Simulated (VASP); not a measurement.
**BAs: band structure with r2SCAN-EpsX**

BAs:

```
As B
1.0
     0.00000    2.38850    2.38850
     2.38850    0.00000    2.38850
     2.38850    2.38850    0.00000
As B
1 1
Direct
  0.75000 0.75000 0.75000
  0.00000 0.00000 0.00000
```

```json
{
  "Program": "VASP 6.6.1",
  "Task": "band structure",
  "Functional": "r2SCAN-EpsX",
  "Potentials or basis": "VASP PAW PBE potentials, release 64 (As, B)",
  "Cutoff": "520 eV",
  "k mesh": "6 × 6 × 6",
  "Occupations": "gaussian, width 0.02 eV",
  "Spin": "no spin polarisation",
  "Ladder": "gaps",
  "Grid for exact exchange (PRECFOCK)": "Fast",
  "Exchange at q = 0": "truncated",
  "Share of exact exchange": "0.1013",
  "Further INCAR settings": "ALGO = Normal; EDIFF = 1e-07"
}
```

```
Pressure                : -0.3 GPa
Band gap on the k mesh  : 1.96 eV, indirect (least direct gap 4.00 eV)
Band gap along the path : 1.89 eV, indirect (least direct gap 4.00 eV)
```

Levels at the corners of the path, in eV from the valence-band top:
| point | band 1 | band 2 | band 3 | band 4 | band 5 | band 6 | band 7 | band 8 |
| --- | --- | --- | --- | --- | --- | --- | --- | --- |
| Γ | -16.73 | 0.00 | 0.00 | 0.00 | 4.00 | 4.00 | 4.00 | 5.81 |
| X | -12.11 | -9.41 | -4.46 | -4.46 | 2.11 | 2.19 | 12.95 | 12.95 |
| X | -12.11 | -9.41 | -4.46 | -4.46 | 2.11 | 2.19 | 12.95 | 12.95 |
| W | -11.93 | -8.94 | -5.94 | -5.63 | 6.27 | 7.14 | 7.76 | 8.08 |
| W | -11.93 | -8.94 | -5.94 | -5.63 | 6.27 | 7.14 | 7.76 | 8.08 |
| K | -12.17 | -9.00 | -6.44 | -3.82 | 2.80 | 6.59 | 10.53 | 11.15 |
| K | -12.17 | -9.00 | -6.44 | -3.82 | 2.80 | 6.59 | 10.53 | 11.15 |
| Γ | -16.73 | 0.00 | 0.00 | 0.00 | 4.00 | 4.00 | 4.00 | 5.81 |
| Γ | -16.73 | 0.00 | 0.00 | 0.00 | 4.00 | 4.00 | 4.00 | 5.81 |
| L | -13.60 | -9.59 | -2.01 | -2.01 | 3.54 | 5.65 | 5.65 | 10.21 |
| L | -13.60 | -9.59 | -2.01 | -2.01 | 3.54 | 5.65 | 5.65 | 10.21 |
| U | -12.17 | -9.00 | -6.44 | -3.82 | 2.80 | 6.59 | 10.53 | 11.15 |
| U | -12.17 | -9.00 | -6.44 | -3.82 | 2.80 | 6.59 | 10.53 | 11.15 |
| W | -11.93 | -8.94 | -5.94 | -5.63 | 6.27 | 7.14 | 7.76 | 8.08 |
| W | -11.93 | -8.94 | -5.94 | -5.63 | 6.27 | 7.14 | 7.76 | 8.08 |
| L | -13.60 | -9.59 | -2.01 | -2.01 | 3.54 | 5.65 | 5.65 | 10.21 |
| L | -13.60 | -9.59 | -2.01 | -2.01 | 3.54 | 5.65 | 5.65 | 10.21 |
| K | -12.17 | -9.00 | -6.44 | -3.82 | 2.80 | 6.59 | 10.53 | 11.15 |
| U | -12.17 | -9.00 | -6.44 | -3.82 | 2.80 | 6.59 | 10.53 | 11.15 |
| X | -12.11 | -9.41 | -4.46 | -4.46 | 2.11 | 2.19 | 12.95 | 12.95 |

Run time: 2.3 min on 4 MPI ranks on Intel(R) Xeon(R) 6975P-C (Granite Rapids), with other jobs on the host, peak memory 0.24 GiB a rank.

Caveat: the PAW data sets were made with another functional, which shifts forces and pressure a little.
